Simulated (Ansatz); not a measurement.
InSe, DFT, PBE, PAW with Ansatz's default frozen-core files, scalar-relativistic (Ansatz 0.2.0), run on 1 thread of Arm Neoverse V2 on a shared host.

The cell is COD entry 1534648, which may be a prediction rather than a measurement; nothing was relaxed.

Command: `ansatz run input.yaml --threads 1 --pin off --max-ram 4096MiB --backend cpu --events-out ev --progress --plain --runs-dir out`

```yaml
crystal:
  lattice:
    - [1.9999996503, 1.1547003365, 8.31667]
    - [-1.9999996503, 1.1547003365, 8.31667]
    - [0.0, -2.309400673, 8.31667]
  atoms:
    - { symbol: In, position: [0.0, 0.0, 0.0] }
    - { symbol: In, position: [0.1122, 0.1122, 0.1122] }
    - { symbol: Se, position: [0.6155, 0.6155, 0.6155] }
    - { symbol: Se, position: [0.83, 0.83, 0.83] }
kpoints:
  mp_grid: { grid: [7, 7, 7] }
  band_path:
    path:
      - [0.0, 0.0, 0.0]
      - [-0.5, -0.5, -0.5]
      - [-0.5, -0.1795180059, -0.8204819941]
      - [-0.1795180059, 0.1795180059, -0.5]
      - [0.0, 0.0, -0.5]
      - [0.0, 0.0, 0.0]
      - [0.0, 0.3397590029, -0.3397590029]
      - [-0.3397590029, 0.0, -0.6602409971]
      - [-0.5, 0.0, -0.5]
    npoints: 14
scf:
  occupations: { method: fermi_dirac, width: 0.01 }
hamiltonian:
  xc: pbe
  pseudopotentials: { kind: paw }
output:
  forces: true
  stress: true
  eigenvalues: true
  efg: { contact_densities: true }
  populations: true
  bader: true
  dos: { projected: true, de: 0.2, e_range: [-14, 8] }
  write_density: true
  write_potential: true
  elf: true
  volumetric_format: npy
```

How large is the problem that the program sets up?

44 irreducible k-points, 2283 plane waves at Γ, 35 bands.

Estimate the wall time and the peak memory.

65 s of wall time for 6 SCF iterations, with a peak of 0.53 GiB. Times on shared machines scatter by tens of per cent.

And the same cell and mesh by full-potential LAPW, asked for forces, stress, eigenvalues, populations, dos and the same band path, on the same hardware?

2.8 min, peak memory 0.59 GiB.

And the same cell and mesh by all-electron PAW (datasets made for this crystal), asked for forces, stress, eigenvalues, efg and the same band path, on the same hardware?

56 s, peak memory 0.79 GiB.
